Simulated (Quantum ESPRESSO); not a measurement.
# How MgO (Periclase) absorbs and reflects light, part 2 of 3

Wanted: where MgO (Periclase) starts to absorb, how strongly, and its refractive index. The cell comes from an older database entry, whose edges can differ from later determinations, mostly by under a per cent.

Quantum ESPRESSO 7.5; DFT, PBE, plane waves with norm-conserving potentials (PseudoDojo), scalar-relativistic, independent-particle optical response without local fields and without the non-local commutator.

So far. Step 2 (Ground state): There is a gap, 4.73 eV on this mesh (points off the mesh can give less), so no carriers' term is needed.

The database entry behind the starting cell differs from later determinations by our own check (about 0.1 % long), so it need not match the best structure at ambient conditions.

### 3. Ground state with the final occupations

Level of this step: DFT, PBE, plane waves with norm-conserving potentials (PseudoDojo), scalar-relativistic, ground state (Quantum ESPRESSO).

With the gap or the metal settled, the ground state is repeated with the fitting occupations, and the later steps take its density.

scf.in reads:

```
&control
  calculation = 'scf'
  prefix = 'x'
  outdir = './tmp'
  pseudo_dir = './'
  verbosity = 'high'
/
&system
  ibrav = 0
  nat = 2
  ntyp = 2
  ecutwfc = 90
  occupations = 'fixed'
/
&electrons
  conv_thr = 1e-09
  electron_maxstep = 100
/
ATOMIC_SPECIES
  Mg 1.0 Mg.upf
  O 1.0 O.upf
CELL_PARAMETERS angstrom
  0.000000000000 2.108500000000 2.108500000000
  2.108500000000 0.000000000000 2.108500000000
  2.108500000000 2.108500000000 0.000000000000
ATOMIC_POSITIONS crystal
  Mg 0.000000000000 0.000000000000 0.000000000000
  O 0.500000000000 0.500000000000 0.500000000000
K_POINTS automatic
  9 9 9 0 0 0
```

Launch:

```console
$ mpirun -n 4 pw.x -nk 4 -in scf.in
```

Output:

```text
[banner, memory and clock lines left out]

     using ibrav=0 with symmetry is DISCOURAGED, use correct ibrav instead

     G-vector sticks info

     bravais-lattice index     =            0
     lattice parameter (alat)  =       5.6349  a.u.
     unit-cell volume          =     126.5166 (a.u.)^3
     number of atoms/cell      =            2
     number of atomic types    =            2
     number of electrons       =        16.00
     number of Kohn-Sham states=            8
     kinetic-energy cutoff     =      90.0000  Ry
     charge density cutoff     =     360.0000  Ry
     scf convergence threshold =      1.0E-09
     mixing beta               =       0.7000
     number of iterations used =            8  plain     mixing
     Exchange-correlation= PBE
                           (   1   4   3   4   0   0   0)

     celldm(1)=   5.634916  celldm(2)=   0.000000  celldm(3)=   0.000000
     celldm(4)=   0.000000  celldm(5)=   0.000000  celldm(6)=   0.000000

     crystal axes: (cart. coord. in units of alat)
               a(1) = (   0.000000   0.707107   0.707107 )
               a(2) = (   0.707107   0.000000   0.707107 )
               a(3) = (   0.707107   0.707107   0.000000 )

     reciprocal axes: (cart. coord. in units 2 pi/alat)
               b(1) = ( -0.707107  0.707107  0.707107 )
               b(2) = (  0.707107 -0.707107  0.707107 )
               b(3) = (  0.707107  0.707107 -0.707107 )

     ./Mg.upf
     Pseudo is Norm-conserving, Zval = 10.0
     Generated using ONCVPSP code by D. R. Hamann
     Using radial grid of 1510 points,  4 beta functions with:
                l(1) =   0
                l(2) =   0
                l(3) =   1
                l(4) =   1

     ./O.upf
     Pseudo is Norm-conserving + core correction, Zval =  6.0
     Generated using ONCVPSP code by D. R. Hamann
     Using radial grid of  936 points,  5 beta functions with:
                l(1) =   0
                l(2) =   0
                l(3) =   1
                l(4) =   1
                l(5) =   2

     atomic species   valence    mass     pseudopotential
     Mg               10.00     1.00000     Mg( 1.00)
     O                 6.00     1.00000     O ( 1.00)

     48 Sym. Ops., with inversion, found

                                    s                        frac. trans.

     [... symmetry matrices left out ...]
   Cartesian axes

     site n.     atom                  positions (alat units)
         1        Mg     tau(   1) = (   0.0000000   0.0000000   0.0000000  )
         2        O      tau(   2) = (   0.7071068   0.7071068   0.7071068  )

   Crystallographic axes

     site n.     atom                  positions (cryst. coord.)
         1        Mg     tau(   1) = (  0.0000000  0.0000000  0.0000000  )
         2        O      tau(   2) = (  0.5000000  0.5000000  0.5000000  )

     number of k points=    35
                       cart. coord. in units 2pi/alat
        k(    1) = (   0.0000000   0.0000000   0.0000000), wk =   0.0027435
        k(    2) = (   0.0785674   0.0785674  -0.0785674), wk =   0.0219479
        k(    3) = (   0.1571348   0.1571348  -0.1571348), wk =   0.0219479
        k(    4) = (   0.2357023   0.2357023  -0.2357023), wk =   0.0219479
        k(    5) = (   0.3142697   0.3142697  -0.3142697), wk =   0.0219479
        k(    6) = (   0.1571348   0.0000000  -0.0000000), wk =   0.0164609
        k(    7) = (   0.2357023   0.0785674  -0.0785674), wk =   0.0658436
        k(    8) = (   0.3142697   0.1571348  -0.1571348), wk =   0.0658436
        k(    9) = (   0.3928371   0.2357023  -0.2357023), wk =   0.0658436
        k(   10) = (  -0.2357023  -0.3928371   0.3928371), wk =   0.0658436
        k(   11) = (  -0.1571348  -0.3142697   0.3142697), wk =   0.0658436
        k(   12) = (  -0.0785674  -0.2357023   0.2357023), wk =   0.0658436
        k(   13) = (  -0.0000000  -0.1571348   0.1571348), wk =   0.0329218
        k(   14) = (   0.3142697   0.0000000  -0.0000000), wk =   0.0164609
        k(   15) = (   0.3928371   0.0785674  -0.0785674), wk =   0.0658436
        k(   16) = (   0.4714045   0.1571348  -0.1571348), wk =   0.0658436
[...]
cryst. coord.
[...]
k(   28) = (   0.1111111   0.2222222  -0.4444444), wk =   0.1316872
        k(   29) = (   0.1111111   0.3333333   0.4444444), wk =   0.0658436
        k(   30) = (   0.1111111   0.3333333  -0.4444444), wk =   0.1316872
        k(   31) = (   0.1111111   0.3333333  -0.3333333), wk =   0.1316872
        k(   32) = (   0.1111111   0.3333333  -0.2222222), wk =   0.0658436
        k(   33) = (   0.1111111   0.4444444  -0.4444444), wk =   0.0658436
        k(   34) = (   0.1111111   0.4444444  -0.3333333), wk =   0.0658436
        k(   35) = (   0.2222222   0.4444444  -0.3333333), wk =   0.0658436

     Dense  grid:    14553 G-vectors     FFT dimensions: (  36,  36,  36)

     Initial potential from superposition of free atoms

     starting charge      15.9992, renormalised to      16.0000
     Starting wfcs are    9 randomized atomic wfcs

     Self-consistent Calculation

     iteration #  1     ecut=    90.00 Ry     beta= 0.70
     Davidson diagonalization with overlap

            44 MiB given to the printing process from OS
            14 MiB allocation reported by mallinfo(arena+hblkhd)
------------------
     ethr =  1.00E-02,  avg # of iterations =  2.0

     total energy              =    -151.91794536 Ry
     estimated scf accuracy    <       0.41160399 Ry

     iteration #  2     ecut=    90.00 Ry     beta= 0.70
     Davidson diagonalization with overlap

            51 MiB given to the printing process from OS
            19 MiB allocation reported by mallinfo(arena+hblkhd)
------------------
     ethr =  2.57E-03,  avg # of iterations =  2.7

     total energy              =    -152.04163822 Ry
     estimated scf accuracy    <       0.35080867 Ry

     iteration #  3     ecut=    90.00 Ry     beta= 0.70
     Davidson diagonalization with overlap

            51 MiB given to the printing process from OS
            19 MiB allocation reported by mallinfo(arena+hblkhd)
------------------
     ethr =  2.19E-03,  avg # of iterations =  2.0

     total energy              =    -152.10036670 Ry
     estimated scf accuracy    <       0.00276487 Ry

     iteration #  4     ecut=    90.00 Ry     beta= 0.70
     Davidson diagonalization with overlap

            52 MiB given to the printing process from OS
            19 MiB allocation reported by mallinfo(arena+hblkhd)
------------------
     ethr =  1.73E-05,  avg # of iterations =  3.8

     total energy              =    -152.10183313 Ry
     estimated scf accuracy    <       0.00347250 Ry

     iteration #  5     ecut=    90.00 Ry     beta= 0.70
     Davidson diagonalization with overlap

            52 MiB given to the printing process from OS
            20 MiB allocation reported by mallinfo(arena+hblkhd)
------------------
     ethr =  1.73E-05,  avg # of iterations =  2.0

     total energy              =    -152.10213191 Ry
     estimated scf accuracy    <       0.00019241 Ry

     iteration #  6     ecut=    90.00 Ry     beta= 0.70
     Davidson diagonalization with overlap

            53 MiB given to the printing process from OS
            20 MiB allocation reported by mallinfo(arena+hblkhd)
------------------
     ethr =  1.20E-06,  avg # of iterations =  2.0

     total energy              =    -152.10220071 Ry
     estimated scf accuracy    <       0.00001450 Ry

     iteration #  7     ecut=    90.00 Ry     beta= 0.70
     Davidson diagonalization with overlap

            54 MiB given to the printing process from OS
            21 MiB allocation reported by mallinfo(arena+hblkhd)
------------------
     ethr =  9.06E-08,  avg # of iterations =  1.0

     total energy              =    -152.10219656 Ry
     estimated scf accuracy    <       0.00001074 Ry

     iteration #  8     ecut=    90.00 Ry     beta= 0.70
     Davidson diagonalization with overlap

            54 MiB given to the printing process from OS
            21 MiB allocation reported by mallinfo(arena+hblkhd)
------------------
     ethr =  6.71E-08,  avg # of iterations =  2.0

     total energy              =    -152.10219749 Ry
     estimated scf accuracy    <       0.00000066 Ry

     iteration #  9     ecut=    90.00 Ry     beta= 0.70
     Davidson diagonalization with overlap

            54 MiB given to the printing process from OS
            22 MiB allocation reported by mallinfo(arena+hblkhd)
------------------
     ethr =  4.09E-09,  avg # of iterations =  2.0

     End of self-consistent calculation

          k = 0.0000 0.0000 0.0000 (  1837 PWs)   bands (ev):

   -64.3569 -31.1097 -31.1097 -31.1097  -9.1598   8.0106   8.0106   8.0106

     occupation numbers
     1.0000   1.0000   1.0000   1.0000   1.0000   1.0000   1.0000   1.0000

          k = 0.0786 0.0786-0.0786 (  1835 PWs)   bands (ev):

   -64.3559 -31.1196 -31.1107 -31.1107  -9.0270   7.2378   7.9306   7.9306

     occupation numbers
     1.0000   1.0000   1.0000   1.0000   1.0000   1.0000   1.0000   1.0000

          k = 0.1571 0.1571-0.1571 (  1832 PWs)   bands (ev):

   -64.3534 -31.1446 -31.1132 -31.1132  -8.6706   5.7536   7.7355   7.7355

     occupation numbers
     1.0000   1.0000   1.0000   1.0000   1.0000   1.0000   1.0000   1.0000

          k = 0.2357 0.2357-0.2357 (  1853 PWs)   bands (ev):

   -64.3505 -31.1729 -31.1161 -31.1161  -8.2228   4.3772   7.5253   7.5253

     occupation numbers
     1.0000   1.0000   1.0000   1.0000   1.0000   1.0000   1.0000   1.0000

          k = 0.3143 0.3143-0.3143 (  1823 PWs)   bands (ev):

   -64.3487 -31.1912 -31.1180 -31.1180  -7.8987   3.5493   7.3941   7.3941

     occupation numbers
     1.0000   1.0000   1.0000   1.0000   1.0000   1.0000   1.0000   1.0000

          k = 0.1571 0.0000-0.0000 (  1840 PWs)   bands (ev):

   -64.3556 -31.1190 -31.1129 -31.1129  -8.9847   7.1658   7.8274   7.8274

     occupation numbers
     1.0000   1.0000   1.0000   1.0000   1.0000   1.0000   1.0000   1.0000

     [... further k points left out ...]

     highest occupied level (ev):     8.0106

!    total energy              =    -152.10219765 Ry
     estimated scf accuracy    <          3.0E-10 Ry

     The total energy is the sum of the following terms:
     one-electron contribution =     -74.52944095 Ry
     hartree contribution      =      41.57516272 Ry
     xc contribution           =     -24.49218493 Ry
     ewald contribution        =     -94.65573450 Ry

     convergence has been achieved in   9 iterations

     XML data file, charge density, pseudopotentials, collected wavefunctions

                                        0.00s GPU  (     263 calls)
```

Elapsed: 2.4 s, on 4 MPI ranks of Arm Neoverse V2, shared host; peak memory 0.05 GiB; 9.2 s of CPU time.

### 4. Bands on the whole mesh, 14×14×14

At the fixed density, many empty bands are solved on the mesh of the response, since the spectrum sums over them.

This step: DFT, PBE, plane waves with norm-conserving potentials (PseudoDojo), scalar-relativistic, bands at fixed density (Quantum ESPRESSO 7.5).

nscf.in, as its differences from scf.in of step 3:

```diff
@@ -1,3 +1,3 @@
 &control
-  calculation = 'scf'
+  calculation = 'nscf'
   prefix = 'x'
@@ -5,3 +5,2 @@
   pseudo_dir = './'
-  verbosity = 'high'
 /
@@ -13,2 +12,5 @@
   occupations = 'fixed'
+  nbnd = 19
+  nosym = .true.
+  noinv = .true.
 /
@@ -17,2 +19,3 @@
   electron_maxstep = 100
+  diago_full_acc = .true.
 /
@@ -29,2 +32,2 @@
 K_POINTS automatic
-  9 9 9 0 0 0
+  14 14 14 0 0 0
```

Launch:

```console
$ mpirun -n 4 pw.x -nk 4 -in nscf.in
```

Output:

```text
[banner, memory and clock lines left out]

     Atomic positions and unit cell read from directory:

     G-vector sticks info

     bravais-lattice index     =            0
     lattice parameter (alat)  =       5.6349  a.u.
     unit-cell volume          =     126.5166 (a.u.)^3
     number of atoms/cell      =            2
     number of atomic types    =            2
     number of electrons       =        16.00
     number of Kohn-Sham states=           19
     kinetic-energy cutoff     =      90.0000  Ry
     charge density cutoff     =     360.0000  Ry
     Exchange-correlation= PBE
                           (   1   4   3   4   0   0   0)

     celldm(1)=   5.634916  celldm(2)=   0.000000  celldm(3)=   0.000000
     celldm(4)=   0.000000  celldm(5)=   0.000000  celldm(6)=   0.000000

     crystal axes: (cart. coord. in units of alat)
               a(1) = (   0.000000   0.707107   0.707107 )
               a(2) = (   0.707107   0.000000   0.707107 )
               a(3) = (   0.707107   0.707107   0.000000 )

     reciprocal axes: (cart. coord. in units 2 pi/alat)
               b(1) = ( -0.707107  0.707107  0.707107 )
               b(2) = (  0.707107 -0.707107  0.707107 )
               b(3) = (  0.707107  0.707107 -0.707107 )

     ./Mg.upf
     Pseudo is Norm-conserving, Zval = 10.0
     Generated using ONCVPSP code by D. R. Hamann
     Using radial grid of 1510 points,  4 beta functions with:
                l(1) =   0
                l(2) =   0
                l(3) =   1
                l(4) =   1

     ./O.upf
     Pseudo is Norm-conserving + core correction, Zval =  6.0
     Generated using ONCVPSP code by D. R. Hamann
     Using radial grid of  936 points,  5 beta functions with:
                l(1) =   0
                l(2) =   0
                l(3) =   1
                l(4) =   1
                l(5) =   2

     atomic species   valence    mass     pseudopotential
     Mg               10.00     1.00000     Mg( 1.00)
     O                 6.00     1.00000     O ( 1.00)

     No symmetry found

   Cartesian axes

     site n.     atom                  positions (alat units)
         1        Mg     tau(   1) = (   0.0000000   0.0000000   0.0000000  )
         2        O      tau(   2) = (   0.7071068   0.7071068   0.7071068  )

     number of k points=  2744

     Number of k-points >= 100: set verbosity='high' to print them.

     Dense  grid:    14553 G-vectors     FFT dimensions: (  36,  36,  36)

     The potential is recalculated from file :

     Starting wfcs are    9 randomized atomic wfcs +   10 random wfcs

     Band Structure Calculation
     Davidson diagonalization with overlap

     ethr =  6.25E-12,  avg # of iterations = 23.4

     End of band structure calculation

     Number of k-points >= 100: set verbosity='high' to print the bands.

     highest occupied, lowest unoccupied level (ev):     8.0106   12.7440

     XML data file, pseudopotentials, collected wavefunctions

                                        0.00s GPU  (   18144 calls)

[... left out ...]
ulation
     Davidson diagonalization with overlap

     ethr =  6.25E-12,  avg # of iterations = 23.4

     End of band structure calculation

     Number of k-points >= 100: set verbosity='high' to print the bands.

     highest occupied, lowest unoccupied level (ev):     8.0106   12.7440

     XML data file, pseudopotentials, collected wavefunctions

                                        0.00s GPU  (   18144 calls)
```

Run time: 2.8 min. Hardware: 4 MPI ranks; peak memory 0.05 GiB.

[end of part 2 of 3]

[Machine, clock, banner and «Message from routine» lines are left out of the logs.]

[Logs are printed without paths, hosts, clocks, repeated set-up lines and the standing remarks that a program may print on its own settings, such as how far it seeks lower states.]

[Hosts, paths, dates, database ids (printed as entryN), source tags and the programs' standing remarks are cut or masked in the printed files.]
